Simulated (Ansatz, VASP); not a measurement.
**Two plane-wave programs on Al**

File INCAR:

```
SYSTEM = Al
  ALGO = Normal
  EDIFF = 1E-7
  ENCUT = 520
  GGA = PS
  ISIF = 2
  ISMEAR = -1
  LASPH = .True.
  LCHARG = .False.
  LREAL = .False.
  LWAVE = .False.
  NBANDS = 10
  NELM = 60
  PREC = Accurate
  SIGMA = 0.05
```

The input KPOINTS:

```
k-points
0
Gamma
  11 11 6
  0 0 0
```

The input POSCAR:

```
Al
1.0
    2.8310814264      0.0000000000      0.0000000000
   -1.4155407132      2.4517884355      0.0000000000
    0.0000000000      0.0000000000      4.8990817340
Al
2
Direct
    0.3333333333      0.6666666667      0.2500000000
    0.6666666667      0.3333333333      0.7500000000
```

input.yaml

```yaml
crystal:
  lattice:
    - [2.8310814264, 0.0, 0.0]
    - [-1.4155407132, 2.4517884355, 0.0]
    - [0.0, 0.0, 4.899081734]
  atoms:
    - { symbol: Al, position: [0.3333333333, 0.6666666667, 0.25] }
    - { symbol: Al, position: [0.6666666667, 0.3333333333, 0.75] }
hamiltonian:
  xc: pbesol
  pseudopotentials: { kind: paw }
kpoints:
  mp_grid: { grid: [11, 11, 6] }
scf:
  occupations: { method: fermi_dirac, width: 0.05 }
output:
  forces: true
  stress: true
  eigenvalues: true
```

Change from the starting cell: volume scaled by 1.02.

Alike in both runs: task single point; functional PBEsol; k mesh 11 × 11 × 6; occupations fermi-dirac, width 0.05 eV; no spin polarisation.

```csv
,VASP,Ansatz
version,VASP 6.6.1,Ansatz 0.2.0
potentials or method,"VASP PAW PBE potentials, release 64 (Al)",Ansatz PAW
plane-wave cutoff (eV),520,420
valence electrons in the cell,6,6
```

Ansatz gave:

* gap on the k mesh at the Fermi level (eV): none
* pressure (GPa): -2.7
* largest component of the traceless stress (GPa): 2.74

**Question.** Which values does VASP return?

**Answer.** gap on the k mesh at the Fermi level (eV): none; pressure (GPa): -2.7; largest component of the traceless stress (GPa): 2.76.

A gap of «none» marks a metal or a gap that the smearing closes.

Caveats: the PAW data sets were made with another functional, which shifts forces and pressure a little (VASP); the PAW data sets come from PBE, with cores solved anew for the run's functional, which leaves a small shift of forces and pressure (Ansatz).
